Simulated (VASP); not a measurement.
# C (P6/mmm) in VASP: a series of runs

Runs on C. Level: PBE. Tasks: single point.

Program: VASP 6.6.1. These are calculated values, not measurements. Logs are shortened: lines on timing, memory, paths and dates and some standing lists are left out, and cuts for length are marked.

## (1) The crystal as given

It takes space group P6/mmm (No. 191, hexagonal). Conventional cell: a = 6.041 Å, b = 6.041 Å, c = 1.285 Å, α = 90.00°, β = 90.00°, γ = 120.00°. C (site symmetry 6/mmm) is surrounded by 2 C at 1.28 Å. C (site symmetry -6m2) is surrounded by 2 C at 1.28 Å.

This isn't the form of C at room conditions, which is graphite.

## (2) Single point, PBE

The input, INCAR:

```
ALGO = Normal
EDIFF = 1E-7
ENCUT = 520
GGA = PE
ISIF = 2
ISMEAR = -1
LASPH = True
LCHARG = False
LREAL = False
LWAVE = False
NBANDS = 13
NELM = 100
PREC = Accurate
SIGMA = 0.05
```

The input, KPOINTS:

```
k-points
0
Gamma
  12 12 16
```

The input, POSCAR:

```
C
1.0
    6.0407509384      0.0000000000      0.0000000000
   -3.0203754692      5.2314437706      0.0000000000
    0.0000000000      0.0000000000      1.2847061718
C
3
Direct
    0.0000000000      0.0000000000      0.0000000000
    0.3333333333      0.6666666667      0.5000000000
    0.6666666667      0.3333333333      0.5000000000
```

Potentials or basis: VASP PAW PBE potentials, release 64 (C).

Started as:

```bash
$ cat potpaw_PBE.64/C/POTCAR > POTCAR
$ mpirun -np 1 vasp_std > vasp.out
```

OUTCAR:

```text
EDIFF = 1E-7
   ENCUT = 520
   GGA = PE
   ISIF = 2
   ISMEAR = -1
   LASPH = True
   LREAL = False
   NELM = 100
   PREC = Accurate

 ion  position               nearest neighbor table
   1  0.000  0.000  0.000-
   2  0.333  0.667  0.500-
   3  0.667  0.333  0.500-

  LATTYP: Found a hexagonal cell.
 ALAT       =     6.0407509384
 C/A-ratio  =     0.2126732562

  Lattice vectors:

 A1 = (   6.0407509384,   0.0000000000,   0.0000000000)
 A2 = (  -3.0203754692,   5.2314437706,   0.0000000000)
 A3 = (   0.0000000000,   0.0000000000,   1.2847061718)

Analysis of symmetry for initial positions (statically):
=====================================================================
 Subroutine PRICEL returns:
 Original cell was already a primitive cell.

 Routine SETGRP: Setting up the symmetry group for a
 hexagonal supercell.

 Subroutine GETGRP returns: Found 24 space group operations
 (whereof 24 operations were pure point group operations)
 out of a pool of 24 trial point group operations.

The static configuration has the point symmetry D_6h.

Analysis of symmetry for dynamics (positions and initial velocities):
=====================================================================
 Subroutine PRICEL returns:
 Original cell was already a primitive cell.

 Routine SETGRP: Setting up the symmetry group for a
 hexagonal supercell.

 Subroutine GETGRP returns: Found 24 space group operations
 (whereof 24 operations were pure point group operations)
 out of a pool of 24 trial point group operations.

The dynamic configuration has the point symmetry D_6h.

 Subroutine INISYM returns: Found 24 space group operations
 (whereof 24 operations are pure point group operations),
 and found     1 'primitive' translations

----------------------------------------------------------------------------------------

                                     Primitive cell

  volume of cell :      40.5991

  direct lattice vectors                    reciprocal lattice vectors
     6.040750938  0.000000000  0.000000000     0.165542332  0.095575910  0.000000000
    -3.020375469  5.231443771  0.000000000     0.000000000  0.191151820  0.000000000
     0.000000000  0.000000000  1.284706172     0.000000000  0.000000000  0.778388103

  length of vectors
     6.040750938  6.040750938  1.284706172     0.191151820  0.191151820  0.778388103

  position of ions in fractional coordinates (direct lattice)
     0.000000000  0.000000000  0.000000000
     0.333333333  0.666666667  0.500000000
[... 91 lines left out ...]
   NUPDOWN=      -1.0000    fix difference up-down
   EMIN   =  10.00;   EMAX   =-10.00  energy-range for DOS
   EFERMI =   0.00;   METHOD = LEGACY
   ISMEAR =    -1;   SIGMA  =   0.05  broadening in eV -4-tet -1-fermi 0-gaus
   EFERMI_NEDOS =   21; number of points for ismear=-14 and -15
   IALGO  =     38    algorithm
   IMIX   =      4    mixing-type and parameters
     AMIX     =   0.40;   BMIX     =  1.00
     AMIX_MAG =   1.60;   BMIX_MAG =  1.00
  volume/ion in A,a.u.               =      13.53        91.33
  Fermi-wavevector in a.u.,A,eV,Ry     =   1.090510  2.060766 16.180224  1.189213
  Thomas-Fermi vector in A             =   2.226736
   LORBIT       =      0    0 simple, 1 ext, 2 COOP (PROOUT), +10 PAW based schemes
   GGA     = PE    functional components
   LHFCALC =     F    Hartree Fock is set to
   AEXX    =    0.0000 exact exchange contribution
   IVDW    =     0    specifies the selected vdW correction
   LEPSILON=     F    determine dielectric tensor
   LRPA    =     F    only Hartree local field effects (RPA)
 non-spin polarized calculation
  energy-cutoff  :      520.00
  volume of cell :       40.60
 maximum number of plane-waves:      1133
 NGX is ok and might be reduce to    48

 number of electron      11.9999996 magnetization

 Free energy of the ion-electron system (eV)
  ---------------------------------------------------
  ext. energy  EPLUGINS =         0.00000000
  ---------------------------------------------------
  free energy    TOTEN  =       -24.63907810 eV

  energy without entropy =      -24.63331208  energy(sigma->0) =      -24.63619509

 E-fermi :   0.8206     XC(G=0):  -8.4345

 val. band max:        0.7998832477   @ k =   0.2500   0.1667   0.2500
 cond. band min:       0.8587840444   @ k =   0.2500   0.0000   0.2500
 fundamental gap:      0.0589007967
 Fermi energy:         0.8205657808

 k-point     1 :       0.0000    0.0000    0.0000
  band No.  band energies     occupation
      1     -15.8321      2.00000
      2     -15.3604      2.00000
      3     -15.3602      2.00000
      4      -4.9949      2.00000
      5      -4.9949      2.00000
      6      -4.9948      2.00000
      7      -4.9948      2.00000
      8      -3.7001      2.00000
      9      -3.7001      2.00000
     10       5.8161      0.00000
     11      10.2736      0.00000
     12      10.2736      0.00000
     13      10.2736      0.00000
[... 354 lines left out ...]
  band No.  band energies     occupation
      1     -15.4981      2.00000
      2     -15.2617      2.00000
      3     -15.2042      2.00000
      4      -5.1188      2.00000
      5      -4.7940      2.00000
      6      -4.0019      2.00000
      7      -3.9996      2.00000
      8      -3.9072      2.00000
      9      -3.5217      2.00000
     10       7.2188      0.00000
     11       8.8103      0.00000
     12       9.4782      0.00000
     13      10.3271      0.00000

 [... further k-points ...]

------------------------ aborting loop because EDIFF is reached ----------------------------------------

  FORCE on cell =-STRESS in cart. coord.  units (eV):
  Direction    XX          YY          ZZ          XY          YZ          ZX
  --------------------------------------------------------------------------------------
  -------------------------------------------------------------------------------------
  Total       -0.0064487     -0.0064487     -0.0990328      0.0000000      0.0000000     -0.0000000
  in kB       -0.2544887     -0.2544887     -3.9081708      0.0000000      0.0000000     -0.0000000
  external PRESSURE =      -1.4723827 kB  Pullay stress =       0.0000000 kB

 VOLUME and BASIS-vectors are now :
 -----------------------------------------------------------------------------
  energy-cutoff  :      520.00
  volume of cell :       40.60
      direct lattice vectors                 reciprocal lattice vectors
     6.040750938  0.000000000  0.000000000     0.165542332  0.095575910  0.000000000
    -3.020375469  5.231443771  0.000000000     0.000000000  0.191151820  0.000000000
     0.000000000  0.000000000  1.284706172     0.000000000  0.000000000  0.778388103

 POSITION                                       TOTAL-FORCE (eV/Angst)
 -----------------------------------------------------------------------------------
      0.00000      0.00000      0.00000        -0.000000      0.000000      0.000000
     -0.00000      3.48763      0.64235         0.000000     -0.000000     -0.000000
      3.02038      1.74381      0.64235        -0.000000      0.000000      0.000000
 -----------------------------------------------------------------------------------
    total drift:                               -0.000000      0.000000      0.000000

  FREE ENERGIE OF THE ION-ELECTRON SYSTEM (eV)
  ---------------------------------------------------
  free  energy   TOTEN  =       -24.6390781042 eV

  energy  without entropy=      -24.6333120815  energy(sigma->0) =      -24.63619509
```

stdout:

```text
POSCAR found type information on POSCAR C
 POSCAR found :  1 types and       3 ions
 scaLAPACK will be used
 LDA part: xc-table for (Slater+PW92), standard interpolation
 POSCAR, INCAR and KPOINTS ok, starting setup
 FFT: planning ... GRIDC
 FFT: planning ... GRID_SOFT
 FFT: planning ... GRID
 WAVECAR not read
 entering main loop
```

It took 60 s on 1 thread of Intel Xeon Platinum 8375C at 2.90GHz (Ice Lake), shared host; peak memory 0.19 GiB.

Results:

| Item | Value |
| --- | --- |
| Free energy | -24.6391 eV |
| Pressure | -0.1 GPa |
| Band gap on the k mesh | none (metal or under the smearing width) |

Levels at points of the mesh, in eV from the Fermi level:
```csv
k point,band 3,band 4,band 5,band 6,band 7,band 8,band 9,band 10
"(0.00, 0.00, 0.00)",-16.18,-5.82,-5.82,-5.82,-5.82,-4.52,-4.52,5.00
"(0.50, 0.00, 0.00)",-16.24,-6.34,-5.63,-5.63,-4.90,-4.88,-4.88,7.23
"(0.00, 0.00, 0.50)",-9.10,8.16,8.40,8.65,10.84,10.84,11.00,11.00
"(0.50, 0.00, 0.50)",-9.11,8.30,8.40,8.47,10.80,10.93,11.00,11.00
```

## (3) Single point, PBE (volume scaled by 0.43)

The input, INCAR:

```
  PREC = Accurate
  ENCUT = 520
  EDIFF = 1E-6
  ISMEAR = -1
  SIGMA = 0.05
  LREAL = False
  LASPH = True
  NELM = 100
  ALGO = Normal
  ISIF = 2
  LWAVE = False
  LCHARG = False
  GGA = PE
  NBANDS = 13
```

The input, KPOINTS:

```
regular mesh
0
Gamma
  12 12 16
```

The input, POSCAR:

```
C
1.0
    4.0301750312      0.0000000000      0.0000000000
   -2.0150875156      3.4902339587      0.0000000000
    0.0000000000      0.0000000000      1.2410986696
C
3
Direct
    0.0000000000      0.0000000000      0.0000000000
    0.3333333333      0.6666666667      0.5000000000
    0.6666666667      0.3333333333      0.5000000000
```

Potentials or basis: VASP PAW PBE potentials, release 64 (C).

Started as:

```bash
$ cat potpaw_PBE.64/C/POTCAR > POTCAR
$ mpirun -np 1 vasp_std > vasp.out
```

OUTCAR:

```text
PREC = Accurate
   ENCUT = 520
   EDIFF = 1E-6
   ISMEAR = -1
   LREAL = False
   LASPH = True
   NELM = 100
   ISIF = 2
   GGA = PE

 ion  position               nearest neighbor table
   1  0.000  0.000  0.000-
   2  0.333  0.667  0.500-
   3  0.667  0.333  0.500-

  LATTYP: Found a hexagonal cell.
 ALAT       =     4.0301750312
 C/A-ratio  =     0.3079515555

  Lattice vectors:

 A1 = (   4.0301750312,   0.0000000000,   0.0000000000)
 A2 = (  -2.0150875156,   3.4902339587,   0.0000000000)
 A3 = (   0.0000000000,   0.0000000000,   1.2410986696)

Analysis of symmetry for initial positions (statically):
=====================================================================
 Subroutine PRICEL returns:
 Original cell was already a primitive cell.

 Routine SETGRP: Setting up the symmetry group for a
 hexagonal supercell.

 Subroutine GETGRP returns: Found 24 space group operations
 (whereof 24 operations were pure point group operations)
 out of a pool of 24 trial point group operations.

The static configuration has the point symmetry D_6h.

Analysis of symmetry for dynamics (positions and initial velocities):
=====================================================================
 Subroutine PRICEL returns:
 Original cell was already a primitive cell.

 Routine SETGRP: Setting up the symmetry group for a
 hexagonal supercell.

 Subroutine GETGRP returns: Found 24 space group operations
 (whereof 24 operations were pure point group operations)
 out of a pool of 24 trial point group operations.

The dynamic configuration has the point symmetry D_6h.

 Subroutine INISYM returns: Found 24 space group operations
 (whereof 24 operations are pure point group operations),
 and found     1 'primitive' translations

----------------------------------------------------------------------------------------

                                     Primitive cell

  volume of cell :      17.4576

  direct lattice vectors                    reciprocal lattice vectors
     4.030175031  0.000000000  0.000000000     0.248128181  0.143256872  0.000000000
    -2.015087516  3.490233959  0.000000000     0.000000000  0.286513744  0.000000000
     0.000000000  0.000000000  1.241098670     0.000000000  0.000000000  0.805737710

  length of vectors
     4.030175031  4.030175031  1.241098670     0.286513744  0.286513744  0.805737710

  position of ions in fractional coordinates (direct lattice)
     0.000000000  0.000000000  0.000000000
     0.333333333  0.666666667  0.500000000
     0.666666667  0.333333333  0.500000000

  ion indices of the primitive-cell ions
   primitive index   ion index
                 1           1
                 2           2
                 3           3

----------------------------------------------------------------------------------------

 KPOINTS: regular mesh

Automatic generation of k-mesh.
 Grid dimensions read from file:
 generate k-points for:   12   12   16

 Generating k-lattice:

  Cartesian coordinates                     Fractional coordinates (reciprocal lattice)
     0.020677348  0.011938073  0.000000000     0.083333333  0.000000000  0.000000000
     0.000000000  0.023876145  0.000000000     0.000000000  0.083333333  0.000000000
     0.000000000  0.000000000  0.050358607     0.000000000  0.000000000  0.062500000

[... 40 lines left out ...]
   total plane-waves  NPLWV =   9000
   dimension x,y,z NGX =    30 NGY =   30 NGZ =   10
   dimension x,y,z NGXF=    60 NGYF=   60 NGZF=   20
   ions per type =               3
   NGX,Y,Z   is equivalent  to a cutoff of  12.38, 12.38, 13.40 a.u.
   NGXF,Y,Z  is equivalent  to a cutoff of  24.75, 24.75, 26.79 a.u.
 SYSTEM =  unknown system
   PREC   = accura    normal or accurate (medium, high low for compatibility)
   ISTART =      0    job   : 0-new  1-cont  2-samecut
   ICHARG =      2    charge: 1-file 2-atom 10-const
   ISPIN  =      1    spin polarized calculation?
   LNONCOLLINEAR =      F non collinear calculations
   LSORBIT =      F    spin-orbit coupling
   LASPH  =      T    aspherical Exc in radial PAW
   ENCUT  =  520.0 eV  38.22 Ry    6.18 a.u.   7.49  7.49  2.31*2*pi/ulx,y,z
   NELM   =    100;   NELMIN=  2; NELMDL= -5     # of ELM steps
   EDIFF  = 0.1E-05   stopping-criterion for ELM
   LREAL  =      F    real-space projection
   EDIFFG = 0.1E-04   stopping-criterion for IOM
   NSW    =      0    number of steps for IOM
   IBRION =     -1    ionic relax: 0-MD 1-quasi-New 2-CG
   NFREE  =      0    steps in history (QN), initial steepest desc. (CG)
   ISIF   =      2    stress and relaxation
   ISYM   =      2    0-nonsym 1-usesym 2-fastsym
   POTIM  = 0.5000    time-step for ionic-motion
   TEBEG  =    0.0;   TEEND  =   0.0 temperature during run
   PSTRESS=    0.0 pullay stress
   NELECT =      12.0000    total number of electrons
   NUPDOWN=      -1.0000    fix difference up-down
   EMIN   =  10.00;   EMAX   =-10.00  energy-range for DOS
   EFERMI =   0.00;   METHOD = LEGACY
   ISMEAR =    -1;   SIGMA  =   0.05  broadening in eV -4-tet -1-fermi 0-gaus
   EFERMI_NEDOS =   21; number of points for ismear=-14 and -15
   IALGO  =     38    algorithm
   IMIX   =      4    mixing-type and parameters
     AMIX     =   0.40;   BMIX     =  1.00
     AMIX_MAG =   1.60;   BMIX_MAG =  1.00
  volume/ion in A,a.u.               =       5.82        39.27
  Fermi-wavevector in a.u.,A,eV,Ry     =   1.444798  2.730271 28.401345  2.087440
  Thomas-Fermi vector in A             =   2.563052
   LORBIT       =      0    0 simple, 1 ext, 2 COOP (PROOUT), +10 PAW based schemes
   GGA     = PE    functional components
   LHFCALC =     F    Hartree Fock is set to
   AEXX    =    0.0000 exact exchange contribution
   IVDW    =     0    specifies the selected vdW correction
   LEPSILON=     F    determine dielectric tensor
   LRPA    =     F    only Hartree local field effects (RPA)
 non-spin polarized calculation
  energy-cutoff  :      520.00
  volume of cell :       17.46
 maximum number of plane-waves:       489
 NGX is ok and might be reduce to    30

 number of electron      12.0000002 magnetization

 Free energy of the ion-electron system (eV)
  ---------------------------------------------------
  ext. energy  EPLUGINS =         0.00000000
  ---------------------------------------------------
  free energy    TOTEN  =       -20.60098476 eV

  energy without entropy =      -20.59699620  energy(sigma->0) =      -20.59899048

 E-fermi :   9.2203     XC(G=0): -13.1081

 val. band max:        9.2020510298   @ k =   0.5000   0.0000   0.1875
 cond. band min:       9.2322563703   @ k =   0.2500   0.0000   0.1250
 fundamental gap:      0.0302053405
 Fermi energy:         9.2203083946

 k-point     1 :       0.0000    0.0000    0.0000
  band No.  band energies     occupation
      1     -12.2382      2.00000
      2      -6.1812      2.00000
      3      -6.1725      2.00000
      4       0.0209      2.00000
      5       0.0209      2.00000
      6       0.0235      2.00000
      7       0.0235      2.00000
      8       8.5148      2.00000
      9       8.5148      2.00000
     10      24.3266      0.00000
     11      29.6122      0.00000
     12      29.6129      0.00000
     13      29.6133      0.00000
[... 354 lines left out ...]
  band No.  band energies     occupation
      1     -10.9508      2.00000
      2      -8.1489      2.00000
      3      -6.7547      2.00000
      4      -1.7523      2.00000
      5       1.0930      2.00000
      6       4.1140      2.00000
      7       5.1381      2.00000
      8       5.6719      2.00000
      9       7.6475      2.00000
     10      22.3586      0.00000
     11      25.7700      0.00000
     12      26.0165      0.00000
     13      26.6204      0.00000

 [... further k-points ...]

------------------------ aborting loop because EDIFF is reached ----------------------------------------

  FORCE on cell =-STRESS in cart. coord.  units (eV):
  Direction    XX          YY          ZZ          XY          YZ          ZX
  --------------------------------------------------------------------------------------
  -------------------------------------------------------------------------------------
  Total       13.2928301     13.2928301     13.2364277      0.0000000     -0.0000000      0.0000000
  in kB     1219.9534989   1219.9534989   1214.7771588      0.0000000     -0.0000000      0.0000000
  external PRESSURE =    1218.2280522 kB  Pullay stress =       0.0000000 kB

 VOLUME and BASIS-vectors are now :
 -----------------------------------------------------------------------------
  energy-cutoff  :      520.00
  volume of cell :       17.46
      direct lattice vectors                 reciprocal lattice vectors
     4.030175031  0.000000000  0.000000000     0.248128181  0.143256872  0.000000000
    -2.015087516  3.490233959  0.000000000     0.000000000  0.286513744  0.000000000
     0.000000000  0.000000000  1.241098670     0.000000000  0.000000000  0.805737710

 POSITION                                       TOTAL-FORCE (eV/Angst)
 -----------------------------------------------------------------------------------
      0.00000      0.00000      0.00000         0.000000      0.000000     -0.000000
     -0.00000      2.32682      0.62055        -0.000000      0.000000      0.000000
      2.01509      1.16341      0.62055         0.000000     -0.000000     -0.000000
 -----------------------------------------------------------------------------------
    total drift:                               -0.000000      0.000000     -0.000000

  FREE ENERGIE OF THE ION-ELECTRON SYSTEM (eV)
  ---------------------------------------------------
  free  energy   TOTEN  =       -20.6009847558 eV

  energy  without entropy=      -20.5969962028  energy(sigma->0) =      -20.59899048
```

Run time: 25 s. Hardware: 1 thread of Intel Xeon Platinum 8375C at 2.90GHz (Ice Lake), shared host; peak memory 0.14 GiB.

Results:

```
Free energy            : -20.6010 eV
Pressure               : 121.8 GPa
Band gap on the k mesh : none (metal or under the smearing width)
```

Levels at points of the mesh, in eV from the Fermi level:
```tsv
k point	band 2	band 3	band 4	band 5	band 6	band 7	band 8	band 9	band 10	band 11
(0.00, 0.00, 0.00)	-15.40	-15.39	-9.20	-9.20	-9.20	-9.20	-0.71	-0.71	15.11	20.39
(0.50, 0.00, 0.00)	-19.19	-16.34	-11.62	-6.31	-6.31	-3.50	-3.49	-3.16	11.12	15.58
(0.00, 0.00, 0.50)	-10.22	-9.61	6.43	8.92	9.54	9.54	10.70	10.70	12.19	12.19
(0.50, 0.00, 0.50)	-10.19	-9.98	6.71	8.00	8.26	8.80	10.38	10.97	12.45	13.36
```

Caveat: the cell as given lies far from equilibrium; so large a pressure means that the cell lies far from this level's equilibrium, or that cutoff or potentials fall short.
